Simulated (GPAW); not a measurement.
Ag:

```
CELL_PARAMETERS angstrom
2.93000 0.00000 0.00000
-1.46500 2.53745 0.00000
0.00000 0.00000 4.79000
ATOMIC_POSITIONS crystal
Ag 0.66667 0.33333 0.75000
Ag 0.33333 0.66667 0.25000
```

This isn't the form of Ag at room conditions, which is fcc.

Base run:

```yaml
Program: GPAW 26.7.0
Functional: LDA
Potentials_or_basis: the program's PAW data sets (release 1.2.1) made for this functional
Cutoff: 600 eV
Basis: pw
k_mesh: 8 × 8 × 5
Occupations: fermi-dirac, width 0.05 eV
Spin: no spin polarisation
```

Its results: pressure -10.2 GPa.

Question: The run is repeated on the same cell with these changes: functional from LDA to PBEsol; potentials or basis from the program's PAW data sets (release 1.2.1) made for this functional to PAW data sets generated in the run's folder for this functional. What comes out?

Answer: Pressure -5.9 GPa.
